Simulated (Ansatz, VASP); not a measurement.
**Sn in VASP and in Ansatz**

The input INCAR:

```
PREC = Accurate
ENCUT = 520
EDIFF = 1E-8
ISMEAR = 0
SIGMA = 0.1
LREAL = False
LASPH = True
NELM = 100
ALGO = Fast
ISIF = 2
LWAVE = False
LCHARG = False
GGA = PS
LEFG = True
NBANDS = 36
```

The input KPOINTS:

```
regular mesh
0
Gamma
  8 8 14
```

The input POSCAR:

```
Sn
1.0
    5.8320000000      0.0000000000      0.0000000000
    0.0000000000      5.8320000000      0.0000000000
    0.0000000000      0.0000000000      3.1820000000
Sn
4
Direct
    0.0000000000      0.0000000000      0.0000000000
    0.5000000000      0.5000000000      0.5000000000
    0.0000000000      0.5000000000      0.2500000000
    0.5000000000      0.0000000000      0.7500000000
```

Input for Ansatz:

```yaml
crystal:
  lattice:
    - [5.832, 0.0, 0.0]
    - [0.0, 5.832, 0.0]
    - [0.0, 0.0, 3.182]
  atoms:
    - { symbol: Sn, position: [0.0, 0.0, 0.0] }
    - { symbol: Sn, position: [0.5, 0.5, 0.5] }
    - { symbol: Sn, position: [0.0, 0.5, 0.25] }
    - { symbol: Sn, position: [0.5, 0.0, 0.75] }
scf:
  occupations: { method: gaussian, width: 0.1 }
output:
  forces: true
  stress: true
  eigenvalues: true
  efg: {}
  bader: true
  write_density: true
  write_potential: true
  elf: true
  volumetric_format: npy
kpoints:
  mp_grid: { grid: [8, 8, 14] }
hamiltonian:
  xc: pbesol
```

Alike in both runs: task electric field gradients; functional PBEsol; k mesh 8 × 8 × 14; occupations gaussian, width 0.1 eV; no spin polarisation.

```csv
,VASP,Ansatz
version,VASP 6.6.1,Ansatz 0.2.0
potentials or method,"VASP PAW PBE potentials, release 64 (Sn_d)","scalar-relativistic, plane waves, PAW"
plane-wave cutoff (eV),520,420
valence electrons in the cell,56,56
```

Ansatz gave:

```
gap on the k mesh at the Fermi level (eV)                      : none
pressure (GPa)                                                 : -0.3
largest component of the traceless stress (GPa)                : 0.43
Vzz of the field gradient on the site that differs most (V/Å²) : 35.0
```

**Question.** What did VASP give for the same quantities?

**Answer.** gap on the k mesh at the Fermi level (eV): none; pressure (GPa): -0.4; largest component of the traceless stress (GPa): 0.43; Vzz of the field gradient on the site that differs most (V/Å²): 34.2.

A gap of «none» marks a metal or a gap that the smearing closes. Ansatz warned: «gradients_without_spin_orbit».

Caveats: the PAW data sets were made with another functional, which shifts forces and pressure a little (VASP).
